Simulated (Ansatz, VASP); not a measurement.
**GaN: VASP beside Ansatz**

```
Ga N
1.0
     3.17009    0.00000    0.00000
    -1.58505    2.74538    0.00000
     0.00000    0.00000    5.16747
Ga N
2 2
Direct
  0.33333 0.66667 0.99926
  0.66667 0.33333 0.49926
  0.33333 0.66667 0.37574
  0.66667 0.33333 0.87574
```

Alike in both runs: functional RPBE; dispersion D4; k mesh 8 × 8 × 6; occupations gaussian, width 0.05 eV; no spin polarisation.

Ansatz relaxed the structure, and its values are those at the end. VASP's run is a single point on that final structure, the one shown.

|  | VASP | Ansatz |
| --- | --- | --- |
| version | VASP 6.6.1 | Ansatz 0.2.0 |
| potentials or method | VASP PAW PBE potentials, release 64 (Ga_d, N) | scalar-relativistic, plane waves, PAW |
| plane-wave cutoff (eV) | 520 | 420 |
| valence electrons in the cell | 36 | 36 |

```csv
,VASP,Ansatz,Ansatz less VASP
gap on the k mesh at the Fermi level (eV),2.07,2.05,-0.024
least direct gap on the mesh (eV),2.07,2.05,-0.024
pressure (GPa),-0.3,0.0,+0.29
rms of the force components (eV/Å),0.005,0.004,-0.0011
dispersion energy (meV/atom),-821.3,-821.4,-0.11
```

Caveats: the PAW data sets were made with another functional, which shifts forces and pressure a little (VASP).
